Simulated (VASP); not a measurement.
# C in VASP: relaxation of the atoms with LDA

Aim: the relaxation of the atoms of C with LDA.

All numbers are computed with VASP 6.6.1; they aren't measurements. Logs are shortened: lines on timing, memory, paths and dates and some standing lists are left out, and cuts for length are marked.

**1. The structure**

The cell holds a slab with vacuum, 20 atoms: a = 2.522 Å, b = 5.044 Å, c = 19.826 Å, α = 90.00°, β = 90.00°, γ = 90.00°.

The slab is cut from a database's or a generator's crystal, which needn't be the stable form of the element.

**2. Relaxation of the atoms, LDA**

INCAR reads:

```
SYSTEM = C
PREC = Accurate
ENCUT = 450
EDIFF = 1E-6
ISMEAR = -1
SIGMA = 0.05
LREAL = .FALSE.
LASPH = .TRUE.
NELM = 60
ALGO = Normal
ISIF = 2
LWAVE = .FALSE.
LCHARG = .FALSE.
GGA = CA
IBRION = 2
NSW = 40
EDIFFG = -0.01
```

KPOINTS reads:

```
Automatic mesh
0
G
  8 4 1
  0 0 0
```

POSCAR reads:

```
C
1.0
    2.5222498885      0.0000000000      0.0000000000
    0.0000000000      5.0444997770      0.0000000000
    0.0000000000      0.0000000000     19.8257500000
C
20
Direct
    0.0000000000      0.1132173594      0.6973632776
    0.0000000000      0.3867826406      0.6973632776
    0.5000000000      0.0000000000      0.6574278401
    0.5000000000      0.5000000000      0.6574278401
    0.5000000000      0.2500000000      0.6124484572
    0.5000000000      0.7500000000      0.6124484572
    0.0000000000      0.2500000000      0.5674690743
    0.0000000000      0.7500000000      0.5674690743
    0.0000000000      0.0000000000      0.5224896914
    0.0000000000      0.5000000000      0.5224896914
    0.5000000000      0.0000000000      0.4775103086
    0.5000000000      0.5000000000      0.4775103086
    0.5000000000      0.2500000000      0.4325309257
    0.5000000000      0.7500000000      0.4325309257
    0.0000000000      0.2500000000      0.3875515428
    0.0000000000      0.7500000000      0.3875515428
    0.0000000000      0.0000000000      0.3425721599
    0.0000000000      0.5000000000      0.3425721599
    0.5000000000      0.1132173594      0.3026367224
    0.5000000000      0.3867826406      0.3026367224
```

Potentials or basis: VASP PAW LDA potentials, release 64 (C).

Launch:

```bash
cat potpaw_LDA.64/C/POTCAR > POTCAR
mpirun -np 1 vasp_std > vasp.out
```

OUTCAR:

```text
SYSTEM = C
   PREC = Accurate
   ENCUT = 450
   EDIFF = 1E-6
   ISMEAR = -1
   LREAL = .FALSE.
   LASPH = .TRUE.
   NELM = 60
   ISIF = 2
   GGA = CA
   IBRION = 2
   NSW = 40
   EDIFFG = -0.01

 ion  position               nearest neighbor table
   1  0.000  0.113  0.697-   2 1.38   3 1.59   3 1.59
   2  0.000  0.387  0.697-   1 1.38   4 1.59   4 1.59
   3  0.500  0.000  0.657-   5 1.54   6 1.54   1 1.59   1 1.59
   4  0.500  0.500  0.657-   5 1.54   6 1.54   2 1.59   2 1.59
   5  0.500  0.250  0.612-   3 1.54   4 1.54   7 1.54   7 1.54
   6  0.500  0.750  0.612-   3 1.54   4 1.54   8 1.54   8 1.54
   7  0.000  0.250  0.567-   5 1.54   9 1.54  10 1.54   5 1.54
   8  0.000  0.750  0.567-   6 1.54   9 1.54  10 1.54   6 1.54
[... 8 lines left out ...]
  17  0.000  0.000  0.343-  15 1.54  16 1.54  19 1.59  19 1.59
  18  0.000  0.500  0.343-  15 1.54  16 1.54  20 1.59  20 1.59
  19  0.500  0.113  0.303-  20 1.38  17 1.59  17 1.59
  20  0.500  0.387  0.303-  19 1.38  18 1.59  18 1.59

  LATTYP: Found a simple orthorhombic cell.
 ALAT       =     2.5222498885
 B/A-ratio  =     2.0000000000
 C/A-ratio  =     7.8603432952

  Lattice vectors:

 A1 = (   2.5222498885,   0.0000000000,   0.0000000000)
 A2 = (   0.0000000000,   5.0444997770,   0.0000000000)
 A3 = (   0.0000000000,   0.0000000000,  19.8257500000)

Analysis of symmetry for initial positions (statically):
=====================================================================
 Subroutine PRICEL returns:
 Original cell was already a primitive cell.

 Routine SETGRP: Setting up the symmetry group for a
 simple orthorhombic supercell.

 Subroutine GETGRP returns: Found  8 space group operations
 (whereof  2 operations were pure point group operations)
 out of a pool of  8 trial point group operations.

The static configuration has the point symmetry C_1h.
 The point group associated with its full space group is D_2h.

Analysis of symmetry for dynamics (positions and initial velocities):
=====================================================================
 Subroutine PRICEL returns:
 Original cell was already a primitive cell.

 Routine SETGRP: Setting up the symmetry group for a
 simple orthorhombic supercell.

 Subroutine GETGRP returns: Found  8 space group operations
 (whereof  2 operations were pure point group operations)
 out of a pool of  8 trial point group operations.

The dynamic configuration has the point symmetry C_1h.
 The point group associated with its full space group is D_2h.

[... 127 lines left out ...]
   NSW    =     40    number of steps for IOM
   IBRION =      2    ionic relax: 0-MD 1-quasi-New 2-CG
   NFREE  =      1    steps in history (QN), initial steepest desc. (CG)
   ISIF   =      2    stress and relaxation
   ISYM   =      2    0-nonsym 1-usesym 2-fastsym
   POTIM  = 0.5000    time-step for ionic-motion
   TEBEG  =    0.0;   TEEND  =   0.0 temperature during run
   PSTRESS=    0.0 pullay stress
   NELECT =      80.0000    total number of electrons
   NUPDOWN=      -1.0000    fix difference up-down
   EMIN   =  10.00;   EMAX   =-10.00  energy-range for DOS
   EFERMI =   0.00;   METHOD = LEGACY
   ISMEAR =    -1;   SIGMA  =   0.05  broadening in eV -4-tet -1-fermi 0-gaus
   EFERMI_NEDOS =   21; number of points for ismear=-14 and -15
   IALGO  =     38    algorithm
   IMIX   =      4    mixing-type and parameters
     AMIX     =   0.40;   BMIX     =  1.00
     AMIX_MAG =   1.60;   BMIX_MAG =  1.00
  volume/ion in A,a.u.               =      12.61        85.11
  Fermi-wavevector in a.u.,A,eV,Ry     =   1.116416  2.109721 16.958106  1.246386
  Thomas-Fermi vector in A             =   2.253030
   LORBIT       =      0    0 simple, 1 ext, 2 COOP (PROOUT), +10 PAW based schemes
   GGA     = CA    functional components
   LHFCALC =     F    Hartree Fock is set to
   AEXX    =    0.0000 exact exchange contribution
   IVDW    =     0    specifies the selected vdW correction
   LEPSILON=     F    determine dielectric tensor
   LRPA    =     F    only Hartree local field effects (RPA)
 conjugate gradient relaxation of ions
 non-spin polarized calculation
  energy-cutoff  :      450.00
  volume of cell :      252.25
 maximum number of plane-waves:      5525
 NGX is ok and might be reduce to    18
   NGX =  9   NGY = 17   NGZ = 69

--------------------------------------- Ionic step        1  -------------------------------------------

 number of electron      80.0000000 magnetization

 Free energy of the ion-electron system (eV)
  ---------------------------------------------------
  ext. energy  EPLUGINS =         0.00000000
  ---------------------------------------------------
  free energy    TOTEN  =      -191.57965422 eV

  energy without entropy =     -191.57962818  energy(sigma->0) =     -191.57964120

------------------------ aborting loop because EDIFF is reached ----------------------------------------

  FORCE on cell =-STRESS in cart. coord.  units (eV):
  Direction    XX          YY          ZZ          XY          YZ          ZX
  --------------------------------------------------------------------------------------
  -------------------------------------------------------------------------------------
  Total        0.8224607    -24.9159668     -9.6574218     -0.0000000     -0.0000000      0.0000000
  in kB        5.2238406   -158.2531934    -61.3388935     -0.0000000     -0.0000000      0.0000000
  external PRESSURE =     -71.4560821 kB  Pullay stress =       0.0000000 kB
[... 143 lines left out ...]
  FREE ENERGIE OF THE ION-ELECTRON SYSTEM (eV)
  ---------------------------------------------------
  free  energy   TOTEN  =      -193.3860756472 eV

  energy  without entropy=     -193.3860391279  energy(sigma->0) =     -193.38605739

[... ionic steps 4 to 18 ...]

--------------------------------------- Ionic step       19  -------------------------------------------

 number of electron      79.9999997 magnetization

------------------------ aborting loop because EDIFF is reached ----------------------------------------
[... 103 lines left out ...]
--------------------------------------- Ionic step       21  -------------------------------------------

 number of electron      79.9999997 magnetization

 Free energy of the ion-electron system (eV)
  ---------------------------------------------------
  ext. energy  EPLUGINS =         0.00000000
  ---------------------------------------------------
  free energy    TOTEN  =      -194.05373804 eV

  energy without entropy =     -194.05373752  energy(sigma->0) =     -194.05373778

 E-fermi :   1.8678     XC(G=0):  -6.9931

 val. band max:        1.2085076034   @ k =   0.1250   0.5000   0.0000
 cond. band min:       2.5522158592   @ k =   0.5000   0.5000   0.0000
 fundamental gap:      1.3437082558
 Fermi energy:         1.8678382295

 k-point     1 :       0.0000    0.0000    0.0000
  band No.  band energies     occupation
      1     -20.3272      2.00000
      2     -19.6137      2.00000
      3     -18.3291      2.00000
      4     -16.3352      2.00000
      5     -15.7025      2.00000
      6     -15.6788      2.00000
[... 846 lines left out ...]
  FREE ENERGIE OF THE ION-ELECTRON SYSTEM (eV)
  ---------------------------------------------------
  free  energy   TOTEN  =      -194.0537380387 eV

  energy  without entropy=     -194.0537375174  energy(sigma->0) =     -194.05373778

 reached required accuracy - stopping structural energy minimisation
```

It took 30 min on 1 thread of Intel Xeon 6975P-C (Granite Rapids), shared host; peak memory 0.26 GiB.

Results:

```yaml
Free_energy: -194.0537 eV
Energy_gained_by_relaxing: 123.7 meV/atom
Ionic_steps: 21
Largest_force_after_relaxing: 0.004 eV/Å
Band_gap_on_the_k_mesh: 1.34 eV, indirect (least direct gap 2.04 eV)
```

Forces in eV/Å, atoms in the order of the input:
```
C    0.000 -0.002  0.000
C    0.000  0.002  0.000
C    0.000 -0.001  0.004
C    0.000  0.001  0.004
C    0.000  0.000  0.000
C    0.000  0.000  0.000
C    0.000  0.000  0.000
C    0.000  0.000  0.000
C    0.000  0.001  0.002
C    0.000 -0.001  0.002
C    0.000  0.001 -0.002
C    0.000 -0.001 -0.002
C    0.000  0.000  0.000
C    0.000  0.000  0.000
C    0.000  0.000  0.000
C    0.000  0.000  0.000
C    0.000 -0.001 -0.004
C    0.000  0.001 -0.004
C    0.000 -0.002  0.000
C    0.000  0.002  0.000
```

Step by step:
| step | energy change (eV) | largest force (eV/Å) | pressure (GPa) |
| --- | --- | --- | --- |
| 1 | 0.0000 | 5.1042 | -7.15 |
| 2 | 1.8236 | 8.3503 | 0.18 |
| 3 | -1.8064 | 1.8955 | -5.79 |
| 4 | -2.0496 | 4.0625 | -2.18 |
| 5 | -2.2440 | 1.2082 | -3.84 |
| 6 | -2.3996 | 0.9291 | -4.39 |
| 7 | -2.4246 | 0.4941 | -4.28 |
| 8 | -2.4373 | 0.5197 | -3.89 |
| 9 | -2.4467 | 0.2318 | -4.06 |
| 10 | -2.4545 | 0.2383 | -3.81 |
| 11 | -2.4547 | 0.2121 | -3.84 |
| 12 | -2.4633 | 0.1526 | -3.51 |
| 13 | -2.4668 | 0.2590 | -3.08 |
| 14 | -2.4718 | 0.1273 | -2.91 |
| 15 | -2.4729 | 0.0960 | -2.78 |
| 16 | -2.4738 | 0.0452 | -2.70 |
| 17 | -2.4739 | 0.0428 | -2.66 |
| 18 | -2.4740 | 0.0450 | -2.65 |
| 19 | -2.4741 | 0.0135 | -2.64 |
| 20 | -2.4741 | 0.0122 | -2.64 |
| 21 | -2.4741 | 0.0043 | -2.64 |

Final structure:
```
C
1.0
     2.52225    0.00000    0.00000
     0.00000    5.04450    0.00000
     0.00000    0.00000   19.82575
C
20
Cartesian
  0.0000 0.5755 13.7073
  0.0000 1.9468 13.7073
  1.2611 0.0944 13.0411
  1.2611 2.4278 13.0411
  1.2611 1.2611 11.9786
  1.2611 3.7834 12.2603
  0.0000 1.2611 11.1461
  0.0000 3.7834 11.3296
  0.0000 4.9977 10.3537
  2.5222 2.5690 10.3537
  1.2611 4.9977 9.4721
  1.2611 2.5690 9.4721
  1.2611 1.2611 8.6797
  1.2611 3.7834 8.4962
  0.0000 1.2611 7.8471
  0.0000 3.7834 7.5654
  2.5222 0.0944 6.7847
  0.0000 2.4278 6.7847
  1.2611 0.5755 6.1185
  1.2611 1.9468 6.1185
```

Caveat: the cutoff is under 1.25 times the usual one of these potentials, so pressure, stress and relaxed cells hold a basis-set (Pulay) error.
